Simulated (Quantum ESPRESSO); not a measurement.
Sb: changing the choice of potentials or basis

The cell as given:

It takes space group R-3m (No. 166, trigonal). The conventional cell has a = 4.308 Å, b = 4.308 Å, c = 11.274 Å, α = 90.00°, β = 90.00°, γ = 120.00°. Around Sb (site symmetry 3m) lie 3 Sb at 2.91 Å.

Kept alike: task relaxation of cell and atoms; functional PBEsol; k mesh 8 × 8 × 8; occupations fermi-dirac, width 0.05 eV; no spin polarisation. Program: Quantum ESPRESSO. Cutoffs run from 612 to 1361 eV. The mesh is that of the run's cell of 2 atoms. No spin-orbit coupling.

```csv
choice of potentials or basis,volume (Å³/atom)
GBRV 1.5 PBEsol,29.734
PseudoDojo 0.4 SR PBEsol stringent,29.933
PseudoDojo 0.4.1 SR PBEsol standard,29.803
```

The relaxations keep at least the cell's symmetry (R-3m). For a metal such a mesh leaves the last digits unconverged. Relaxations stop with a little pressure left, so the last digits of a volume or edge aren't settled.

Question: What does the choice of potentials or basis change here?

Answer: The volume runs from 29.734 (GBRV 1.5 PBEsol) to 29.933 Å³/atom (PseudoDojo 0.4 SR PBEsol stringent).
